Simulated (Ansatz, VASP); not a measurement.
## One calculation of CsH, two programs

INCAR

```
ALGO = Normal
EDIFF = 1E-6
ENCUT = 520
ISIF = 2
ISMEAR = -1
LASPH = True
LCHARG = False
LREAL = False
LWAVE = False
NBANDS = 12
NELM = 80
PREC = Accurate
SIGMA = 0.05
```

Contents of KPOINTS:

```
k-points
0
Gamma
  12 12 12
```

POSCAR

```
CsH
1.0
    0.0000000000      2.8056794029      2.8056794029
    2.8056794029      0.0000000000      2.8056794029
    2.8056794029      2.8056794029      0.0000000000
Cs H
1 1
Direct
    0.0000000000      0.0000000000      0.0000000000
    0.5000000000      0.5000000000      0.5000000000
```

Input for Ansatz:

```yaml
crystal:
  lattice:
    - [0.0, 2.8056794029, 2.8056794029]
    - [2.8056794029, 0.0, 2.8056794029]
    - [2.8056794029, 2.8056794029, 0.0]
  atoms:
    - { symbol: Cs, position: [0.0, 0.0, 0.0] }
    - { symbol: H, position: [0.5, 0.5, 0.5] }
kpoints:
  mp_grid: { grid: [12, 12, 12] }
scf:
  occupations: { method: fermi_dirac, width: 0.05 }
hamiltonian:
  xc: lda
  pseudopotentials: { kind: all_electron, lapw: { basis_error: 0.001 } }
output:
  forces: true
  stress: true
  eigenvalues: true
  populations: true
```

Change from the starting cell: volume scaled by 0.78, LAPW.

Alike in both runs: task single point; functional LDA; k mesh 12 × 12 × 12; occupations fermi-dirac, width 0.05 eV; no spin polarisation.

|  | VASP | Ansatz |
| --- | --- | --- |
| version | VASP 6.6.1 | Ansatz 0.2.0 |
| potentials or method | VASP PAW LDA potentials, release 64 (Cs_sv, H) | all-electron LAPW, scalar-relativistic |
| plane-wave cutoff (eV) | 520 | see its input |

```tsv
	VASP	Ansatz	Ansatz less VASP
pressure (GPa)	5.0	4.7	-0.29
```

Ansatz ran all-electron here, so the differences hold the error of VASP's frozen core and of both bases.

Caveats: spin-orbit coupling is left out, which moves the levels of the heavy elements. A k mesh can miss the band edges.
